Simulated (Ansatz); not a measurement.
System: α-quartz-type GeO2 (metastable phase). Method: LDA (PAW; Ansatz, a first-principles code).

Run with plane-wave cutoff 500 eV, 12×12×6 k mesh (along the axes of the cell as run), gaussian smearing 0.02 eV, scalar-relativistic PAW data made under PBE.

Cell (relaxed at this level):

GeO2 has the trigonal space group P3₂21 (No. 154), Pearson symbol hP9. Conventional cell: a = 4.8904 Å, b = 4.8904 Å, c = 5.6154 Å, α = 90.00°, β = 90.00°, γ = 120.00°. Ge on 3a sees 4 O at 1.738–1.746 Å (tetrahedral). O on 6c is surrounded by 2 Ge at 1.738–1.746 Å (bent). (Neighbours: up to the widest gap in distance over summed covalent radii, below 1.35, at either atom.)

**Question.** Predict the band gap.

**Answer.** 
- band gap = 3.50 eV (on the SCF k mesh)

Spin–orbit coupling is not included.

The computed numbers hold no vibrational or temperature effects.
